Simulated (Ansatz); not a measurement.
Born–Oppenheimer molecular dynamics of a periodic cell of 16 atoms, WC (start crystal WC, start structure P-6m2, volume 1.15 times the crystal's). It starts from a structure without forces on its atoms.

Computed with Ansatz 0.2.0, DFT PBE-D3(BJ), scalar-relativistic, plane waves, PAW. Settings: accuracy low, PAW set soft_1, cutoff 420 eV, k mesh 2x2x2, fermi-dirac smearing 0.36 eV, no spin polarisation.

```json
{
  "ensemble": "NVT, Langevin thermostat",
  "time step": "0.75 fs",
  "steps asked": "170",
  "set temperature": "4200 K",
  "friction": "0.02 /fs",
  "seed": "161932"
}
```

Frames 7.5 fs apart, positions in Å, forces in eV/Å.

Velocities at 15 fs (Å/ps):

```
W -0.09 0.00 -4.40
C 5.83 4.64 -3.14
W 1.95 -1.80 -4.73
C -2.83 -6.17 -1.77
W 0.97 2.16 1.47
C -1.52 8.14 8.10
W -2.71 -0.78 -2.44
C 4.28 13.11 12.51
W -7.18 -2.56 0.17
C -0.01 3.71 14.04
W -3.78 -3.60 -1.83
C -23.86 2.60 -2.60
W 0.60 2.06 3.80
C 9.00 1.92 3.01
W -4.09 5.35 3.37
C 10.15 19.40 10.04
```

```xyz
16
Lattice="-3.0195 -5.2300 0.0000 4.5293 -2.6150 0.0000 0.0000 0.0000 5.9171" Properties=species:S:1:pos:R:3:forces:R:3 time_fs=15 energy_less_start_eV=5.338 T=1703
W 0.004 -5.247 -0.107 -1.10 1.69 2.04
C 1.502 -4.470 1.154 -0.32 0.63 3.26
W 0.061 -5.232 2.926 -2.18 0.18 -0.70
C 1.440 -4.135 4.087 0.67 -4.87 4.78
W -1.464 -2.564 0.027 -2.33 -3.49 1.09
C 0.171 -1.806 1.684 -2.89 1.18 -1.94
W -1.525 -2.618 2.913 0.38 -0.27 0.68
C -0.096 -1.808 4.911 2.24 3.07 -5.44
W 1.434 -2.673 0.025 2.04 1.39 -0.01
C 2.918 -1.839 1.804 2.27 0.48 -3.65
W 1.495 -2.671 2.926 0.40 3.90 0.51
C 2.833 -1.534 4.566 1.37 -3.27 -1.76
W 0.039 0.028 0.064 -0.46 0.04 0.15
C -1.531 -4.347 1.466 0.48 -0.30 0.37
W -0.034 0.060 3.004 1.38 -1.06 0.23
C -1.362 -4.333 4.370 -1.94 0.69 0.38
16
Lattice="-3.0195 -5.2300 0.0000 4.5293 -2.6150 0.0000 0.0000 0.0000 5.9171" Properties=species:S:1:pos:R:3:forces:R:3 time_fs=22.5 energy_less_start_eV=4.647 T=2938
W 0.015 -5.245 -0.136 -1.05 2.43 2.48
C 1.548 -4.450 1.176 -1.21 0.35 3.41
W 0.078 -5.246 2.888 -2.92 0.84 0.31
C 1.435 -4.286 4.136 0.90 -1.24 3.21
W -1.474 -2.567 0.037 -0.18 -1.45 -0.62
C 0.050 -1.667 1.659 -0.74 -0.39 -1.16
W -1.539 -2.617 2.886 0.59 0.58 1.16
C -0.046 -1.695 4.855 0.38 1.35 -3.82
W 1.391 -2.707 0.026 2.14 2.47 -0.36
C 2.908 -1.798 1.810 1.75 -0.19 -3.50
W 1.469 -2.692 2.913 -0.27 2.66 1.46
C 2.749 -1.529 4.599 1.47 -3.54 -2.46
W 0.049 0.040 0.087 -0.53 0.27 0.22
C -1.450 -4.347 1.531 -0.46 -0.30 -0.57
W -0.057 0.117 3.015 1.50 -1.72 0.41
C -1.365 -4.098 4.441 -1.37 -2.11 -0.17
16
Lattice="-3.0195 -5.2300 0.0000 4.5293 -2.6150 0.0000 0.0000 0.0000 5.9171" Properties=species:S:1:pos:R:3:forces:R:3 time_fs=30 energy_less_start_eV=3.979 T=2345
W 0.046 -5.247 -0.144 -1.59 1.27 2.14
C 1.553 -4.378 1.273 -1.17 -0.73 2.72
W 0.089 -5.264 2.855 -2.23 0.96 1.47
C 1.498 -4.358 4.348 -0.12 0.15 0.66
W -1.490 -2.586 0.070 0.84 1.27 -1.53
C -0.068 -1.543 1.610 0.40 -1.88 -0.45
W -1.564 -2.615 2.882 1.06 1.40 1.28
C 0.076 -1.516 4.640 -1.08 -1.13 -1.19
W 1.375 -2.754 0.016 1.92 3.81 -1.04
C 2.876 -1.821 1.697 1.37 0.28 -2.01
W 1.436 -2.713 2.913 -0.01 2.34 1.55
C 2.778 -1.605 4.569 1.65 -2.07 -1.85
W 0.051 0.047 0.116 -0.61 0.41 -0.76
C -1.392 -4.391 1.566 -1.33 0.42 -1.00
W -0.079 0.169 3.016 1.36 -2.48 0.51
C -1.437 -3.975 4.481 -0.46 -4.02 -0.50
16
Lattice="-3.0195 -5.2300 0.0000 4.5293 -2.6150 0.0000 0.0000 0.0000 5.9171" Properties=species:S:1:pos:R:3:forces:R:3 time_fs=37.5 energy_less_start_eV=4.400 T=2838
W 0.041 -5.252 -0.146 -2.51 -0.72 2.38
C 1.504 -4.388 1.389 -0.46 -0.43 1.23
W 0.098 -5.271 2.835 -2.49 0.97 1.92
C 1.515 -4.428 4.626 0.23 0.78 -2.56
W -1.513 -2.593 0.108 0.79 0.96 -1.84
C -0.090 -1.474 1.559 0.30 -2.46 0.29
W -1.591 -2.605 2.859 1.46 0.97 2.21
C 0.213 -1.483 4.472 -1.86 -1.24 0.20
W 1.360 -2.782 0.024 1.88 4.24 -0.74
C 2.796 -1.764 1.571 1.70 -0.09 -0.77
W 1.403 -2.715 2.925 0.57 2.54 1.21
C 2.788 -1.722 4.423 1.60 -0.22 -0.25
W 0.061 0.076 0.146 -0.62 -0.13 -2.36
C -1.318 -4.387 1.518 -2.16 0.81 -0.65
W -0.108 0.208 3.026 1.30 -3.05 0.14
C -1.579 -4.030 4.497 0.26 -2.94 -0.41
16
Lattice="-3.0195 -5.2300 0.0000 4.5293 -2.6150 0.0000 0.0000 0.0000 5.9171" Properties=species:S:1:pos:R:3:forces:R:3 time_fs=45 energy_less_start_eV=5.210 T=2441
W -0.004 -5.263 -0.141 -2.41 -0.70 2.09
C 1.394 -4.350 1.430 0.82 -0.54 0.46
W 0.121 -5.287 2.830 -3.60 1.37 1.67
C 1.526 -4.503 4.711 0.38 1.25 -3.48
W -1.531 -2.588 0.153 0.76 0.04 -3.04
C -0.095 -1.505 1.459 0.20 -2.07 1.29
W -1.626 -2.604 2.830 1.80 0.45 3.05
C 0.261 -1.549 4.318 -2.31 -0.71 1.22
W 1.363 -2.795 0.027 1.25 4.41 -1.02
C 2.757 -1.608 1.364 1.68 -1.57 0.88
W 1.347 -2.695 2.934 1.50 2.38 0.02
C 2.863 -1.770 4.323 0.57 0.22 0.49
W 0.090 0.092 0.168 -1.59 -0.37 -3.23
C -1.345 -4.362 1.409 -1.85 0.71 0.77
W -0.125 0.240 3.049 1.76 -4.02 -0.63
C -1.653 -4.194 4.520 1.01 -0.86 -0.55
16
Lattice="-3.0195 -5.2300 0.0000 4.5293 -2.6150 0.0000 0.0000 0.0000 5.9171" Properties=species:S:1:pos:R:3:forces:R:3 time_fs=52.5 energy_less_start_eV=5.336 T=2235
W -0.067 -5.287 -0.126 -0.38 0.83 0.27
C 1.314 -4.404 1.443 1.88 1.02 -0.80
W 0.154 -5.303 2.829 -4.90 1.44 2.34
C 1.605 -4.535 4.624 -1.08 1.17 -1.86
W -1.528 -2.600 0.175 0.49 0.26 -4.33
C -0.055 -1.611 1.480 -0.13 -0.87 0.38
W -1.643 -2.594 2.815 2.15 0.16 3.64
C 0.133 -1.632 4.210 -1.80 -0.70 2.05
W 1.365 -2.788 0.000 1.03 3.04 -0.71
C 2.831 -1.529 1.285 0.74 -2.95 1.49
W 1.307 -2.655 2.925 2.16 1.08 -0.34
C 2.945 -1.753 4.312 -0.75 0.07 0.93
W 0.111 0.069 0.180 -3.58 -1.16 -3.58
C -1.532 -4.328 1.334 0.41 0.39 2.32
W -0.120 0.244 3.086 1.89 -4.66 -1.92
C -1.675 -4.426 4.442 1.87 0.88 0.12
16
Lattice="-3.0195 -5.2300 0.0000 4.5293 -2.6150 0.0000 0.0000 0.0000 5.9171" Properties=species:S:1:pos:R:3:forces:R:3 time_fs=60 energy_less_start_eV=5.467 T=2780
W -0.123 -5.332 -0.104 1.09 0.87 0.17
C 1.305 -4.495 1.412 2.04 2.26 -1.18
W 0.178 -5.333 2.844 -5.72 2.60 3.05
C 1.595 -4.483 4.432 -1.48 0.90 0.39
W -1.514 -2.613 0.181 -0.02 1.35 -5.74
C -0.054 -1.666 1.489 0.00 -0.44 -0.33
W -1.648 -2.589 2.812 2.40 -0.08 3.51
C -0.082 -1.731 4.148 -0.13 -0.40 2.15
W 1.386 -2.775 -0.010 0.60 1.61 -0.67
C 2.993 -1.577 1.428 -0.55 -2.61 -0.69
W 1.295 -2.627 2.914 2.26 -0.02 0.13
C 2.934 -1.789 4.295 -1.19 0.31 1.85
W 0.118 0.037 0.182 -4.13 -1.41 -3.46
C -1.623 -4.263 1.306 1.59 -0.62 2.81
W -0.108 0.256 3.116 1.66 -5.59 -2.75
C -1.620 -4.556 4.379 1.60 1.30 0.78
16
Lattice="-3.0195 -5.2300 0.0000 4.5293 -2.6150 0.0000 0.0000 0.0000 5.9171" Properties=species:S:1:pos:R:3:forces:R:3 time_fs=67.5 energy_less_start_eV=6.063 T=3312
W -0.181 -5.381 -0.081 2.18 1.08 0.78
C 1.423 -4.496 1.377 -0.03 1.91 -0.57
W 0.205 -5.348 2.865 -6.72 3.06 1.76
C 1.436 -4.346 4.232 -0.20 0.43 2.03
W -1.483 -2.613 0.188 -0.66 1.32 -6.15
C -0.194 -1.677 1.512 1.85 -0.25 -0.51
W -1.650 -2.594 2.856 1.26 -0.29 2.36
C -0.318 -1.774 4.093 2.70 0.72 3.13
W 1.382 -2.777 0.017 0.50 0.92 -1.11
C 3.124 -1.708 1.533 -1.68 -0.88 -1.93
W 1.280 -2.637 2.901 1.95 0.52 0.57
C 2.807 -1.740 4.314 0.15 -0.57 1.33
W 0.101 0.007 0.181 -2.63 -0.53 -1.99
C -1.610 -4.176 1.382 0.79 -2.92 1.15
W -0.098 0.259 3.141 1.20 -5.55 -1.68
C -1.474 -4.558 4.328 -0.66 1.05 0.84
16
Lattice="-3.0195 -5.2300 0.0000 4.5293 -2.6150 0.0000 0.0000 0.0000 5.9171" Properties=species:S:1:pos:R:3:forces:R:3 time_fs=75 energy_less_start_eV=7.828 T=3045
W -0.241 -5.405 -0.064 2.96 1.19 1.89
C 1.592 -4.518 1.339 -3.12 2.00 0.63
W 0.225 -5.378 2.902 -7.37 2.03 -0.44
C 1.269 -4.213 4.147 1.55 -0.86 3.28
W -1.469 -2.615 0.174 -1.11 -1.20 -5.54
C -0.346 -1.731 1.475 4.45 0.59 0.70
W -1.672 -2.597 2.923 1.55 0.21 1.51
C -0.378 -1.775 4.167 3.08 1.21 3.07
W 1.348 -2.796 0.034 0.86 0.93 -1.31
C 3.130 -1.911 1.478 -2.22 1.32 -0.43
W 1.288 -2.692 2.890 1.50 2.64 0.00
C 2.684 -1.647 4.389 0.97 -2.08 -0.01
W 0.056 -0.005 0.170 -1.32 -0.91 -1.24
C -1.555 -4.172 1.575 -0.01 -3.39 -1.45
W -0.095 0.249 3.154 1.21 -5.00 -1.15
C -1.329 -4.566 4.310 -2.98 1.34 0.49
16
Lattice="-3.0195 -5.2300 0.0000 4.5293 -2.6150 0.0000 0.0000 0.0000 5.9171" Properties=species:S:1:pos:R:3:forces:R:3 time_fs=82.5 energy_less_start_eV=8.198 T=3512
W -0.267 -5.419 -0.031 3.32 2.00 2.07
C 1.625 -4.539 1.268 -3.50 1.53 2.04
W 0.232 -5.420 2.925 -7.13 2.93 -0.84
C 1.186 -4.225 4.233 2.19 -0.61 2.21
W -1.471 -2.628 0.115 -2.04 -2.76 -5.13
C -0.301 -1.877 1.351 5.08 1.41 2.93
W -1.697 -2.620 2.975 3.53 0.83 0.96
C -0.299 -1.740 4.339 1.33 0.53 0.90
W 1.327 -2.801 0.064 0.99 1.24 -2.08
C 3.090 -2.033 1.418 -2.08 1.72 0.86
W 1.310 -2.764 2.859 1.08 2.97 0.81
C 2.696 -1.540 4.408 0.77 -4.19 -0.43
W 0.043 0.000 0.173 -0.74 -1.80 -1.55
C -1.454 -4.232 1.696 -0.79 -2.67 -2.12
W -0.109 0.217 3.187 1.51 -4.56 -1.26
C -1.293 -4.508 4.321 -3.54 1.42 0.62
16
Lattice="-3.0195 -5.2300 0.0000 4.5293 -2.6150 0.0000 0.0000 0.0000 5.9171" Properties=species:S:1:pos:R:3:forces:R:3 time_fs=90 energy_less_start_eV=7.779 T=4608
W -0.311 -5.428 -0.011 4.29 2.11 1.39
C 1.442 -4.566 1.164 0.10 -0.10 2.49
W 0.233 -5.437 2.939 -5.93 3.32 0.33
C 1.149 -4.218 4.364 1.78 -1.15 0.19
W -1.448 -2.650 0.039 -1.87 -1.27 -0.98
C -0.055 -1.841 1.259 0.43 0.01 2.99
W -1.721 -2.652 3.047 3.63 0.05 -0.95
C -0.324 -1.635 4.437 0.98 -0.17 0.25
W 1.321 -2.784 0.090 2.04 0.94 -3.72
C 3.074 -2.158 1.364 -2.52 2.16 2.25
W 1.347 -2.814 2.814 0.67 2.54 2.06
C 2.742 -1.567 4.420 0.67 -3.93 -0.59
W 0.035 -0.001 0.188 -0.18 -1.77 -2.74
C -1.245 -4.372 1.724 -2.56 -0.13 -1.39
W -0.133 0.165 3.218 1.58 -3.90 -1.69
C -1.365 -4.412 4.437 -3.11 1.28 0.11
16
Lattice="-3.0195 -5.2300 0.0000 4.5293 -2.6150 0.0000 0.0000 0.0000 5.9171" Properties=species:S:1:pos:R:3:forces:R:3 time_fs=97.5 energy_less_start_eV=9.088 T=4005
W -0.350 -5.421 -0.009 4.34 0.91 -0.59
C 1.250 -4.629 1.116 2.78 0.20 2.32
W 0.213 -5.442 2.954 -4.16 2.62 1.23
C 1.150 -4.135 4.528 0.47 -3.14 -2.51
W -1.424 -2.708 -0.059 -2.75 1.24 2.79
C 0.177 -1.849 1.269 -4.42 1.51 4.29
W -1.730 -2.670 3.111 2.64 -0.36 -1.85
C -0.384 -1.486 4.550 0.89 -1.55 -0.31
W 1.296 -2.739 0.103 5.25 -1.08 -5.13
C 3.042 -2.223 1.367 -2.45 1.96 2.90
W 1.372 -2.842 2.787 0.82 1.77 2.88
C 2.839 -1.724 4.470 -0.02 -0.92 -0.52
W -0.001 -0.020 0.197 0.05 -0.98 -2.75
C -1.159 -4.501 1.665 -3.89 1.45 0.02
W -0.158 0.114 3.238 1.62 -2.85 -2.37
C -1.605 -4.282 4.560 -1.16 -0.79 -0.41
```

Of the whole run (128 fs, mean temperature of the second half 3869 K): A run of 0.13 ps of so small a system gives no equilibrium averages. Limits of this set-up: coarse k mesh, low accuracy level.

Run time: 15 min on 1 thread of Arm Neoverse V2 (shared host), peak memory 0.6 GiB.
